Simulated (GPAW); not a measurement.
# GaSb: equation of state with AM05

GaSb:

```xyz
2
Lattice="0.0000 3.0590 3.0590 3.0590 0.0000 3.0590 3.0590 3.0590 0.0000" Properties=species:S:1:pos:R:3 pbc="T T T"
Sb    4.5885    4.5885    4.5885
Ga    0.0000    0.0000    0.0000
```

| Item | Value |
| --- | --- |
| Program | GPAW 26.7.0 |
| Task | equation of state |
| Functional | AM05 |
| Potentials or basis | PAW data sets generated in the run's folder for this functional |
| Cutoff | 600 eV |
| Basis | pw |
| k mesh | 6 × 6 × 6 |
| Occupations | fermi-dirac, width 0.05 eV |
| Spin | no spin polarisation |
| Maxiter | 150 |
| Eos scales | [0.94, 0.96, 0.98, 1.0, 1.02, 1.04, 1.06] |

```yaml
Equilibrium_volume: 28.79 Å³/atom
Bulk_modulus: 49 GPa
Pressure_derivative_of_the_bulk_modulus: "4.8 (rough: it moves with the points fitted)"
```

Energy against volume, from the lowest point:
| volume (Å³/atom) | energy (meV/atom) |
| --- | --- |
| 26.907 | 21.21 |
| 27.480 | 9.71 |
| 28.052 | 2.84 |
| 28.625 | 0.00 |
| 29.197 | 0.63 |
| 29.770 | 4.46 |
| 30.342 | 11.24 |

It took 59 s on 1 thread of Arm Neoverse V2, with other jobs on the host, peak memory 0.26 GiB.

The run has no spin-orbit coupling, so splittings on Sb are missing. Zero-point motion and thermal expansion aren't in these numbers.
